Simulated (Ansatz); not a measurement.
Runs of Ansatz 0.2.0 on CdS (Hawleyite). Symmetry: F-43m, No. 216, cubic system. The conventional cell has a = 5.833 Å, b = 5.833 Å, c = 5.833 Å, α = 90.00°, β = 90.00°, γ = 90.00°. Around Cd (site symmetry -43m) lie 4 S at 2.53 Å. S (site symmetry -43m) is surrounded by 4 Cd at 2.53 Å. 

```tsv
task	level	potentials or basis	cell	cutoff (eV)	smearing	basis error allowed	gap on the mesh (eV)	pressure (GPa)	relaxed volume (Å³/atom)
relaxation of cell and atoms	PBEsol+D3(BJ)	all-electron LAPW, scalar-relativistic	relaxed	-	fermi-dirac 0.05 eV	0.001 eV/atom	(a)	0.0	24.02
band structure	RPBE	all-electron LAPW, scalar-relativistic	as given	246	fermi-dirac 0.05 eV	0.001 eV/atom	1.33	5.1	-
single point	PBE	all-electron LAPW, scalar-relativistic	as given	246	gaussian 0.012 eV	0.001 eV/atom	1.15	(b)	-
Born charges and dielectric tensor	PBE	all-electron PAW datasets made for the crystal	as given	290	fixed	-	1.15	-	-
relaxation of cell and atoms	revPBE	all-electron LAPW, scalar-relativistic	relaxed	-	fermi-dirac 0.05 eV	0.001 eV/atom	1.12	0.0	26.80
```

Alike in all rows: no spin polarisation; k mesh 8 × 8 × 8.

Problem. Estimate the missing entries.

Solution. (a) 1.07; (b) 2.9.

Caveats: the program warned that the printed levels may be off, so bands, gaps and densities of states are rough (some runs).

A k mesh can miss the band edges, and the runs leave out spin-orbit coupling on Cd.

The runs don't all hold the same shells in valence.
